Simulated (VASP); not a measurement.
Here is a VASP 6.6.1 calculation.

File INCAR:

```
SYSTEM = CuAu
PREC     = Accurate       ! precision mode
ENCUT    = 600            ! plane-wave cutoff, eV
EDIFF    = 1E-6           ! SCF threshold, eV
ISMEAR   = -1             ! smearing method
SIGMA    = 0.05           ! smearing width, eV
LREAL    = .FALSE.        ! projectors in reciprocal space
LASPH    = .TRUE.         ! aspherical terms in the spheres
NELM     = 80             ! most SCF steps
ALGO     = Fast           ! electronic algorithm
ISIF     = 3              ! what is computed and relaxed
LWAVE    = .FALSE.        ! write WAVECAR
LCHARG   = .FALSE.        ! write CHGCAR
IBRION   = 2              ! ionic algorithm
NSW      = 40             ! ionic steps
EDIFFG   = -0.01          ! ionic threshold
```

KPOINTS

```
regular mesh
0
G
  10 10 10
  0 0 0
```

POSCAR

```
CuAu
1.0
    1.4430568479      0.8331492596      4.2561707609
   -1.4430568479      0.8331492596      4.2561707609
    0.0000000000     -1.6662985192      4.2561707609
Au Cu
1 1
Direct
    0.0000000000      0.0000000000      0.0000000000
    0.5000000000      0.5000000000      0.5000000000
```

Potentials or basis: VASP PAW LDA potentials, release 64 (Au, Cu).

The run is started by

```console
$ cat potpaw_LDA.64/Au/POTCAR potpaw_LDA.64/Cu/POTCAR > POTCAR
$ mpirun -np 1 vasp_std > vasp.out
```

(1) What does it give for the space group after relaxing (to 0.05 Å)?

(2) What does it give for the relaxed cell?

(3) Estimate the band gap on the k mesh.

(4) Estimate the relaxed volume.

Answers

(1) R-3m (No. 166).

(2) a = 4.413 Å, b = 4.413 Å, c = 4.413 Å, α = 37.32°, β = 37.32°, γ = 37.32°.

(3) none (metal or under the smearing width).

(4) 14.16 Å³/atom.
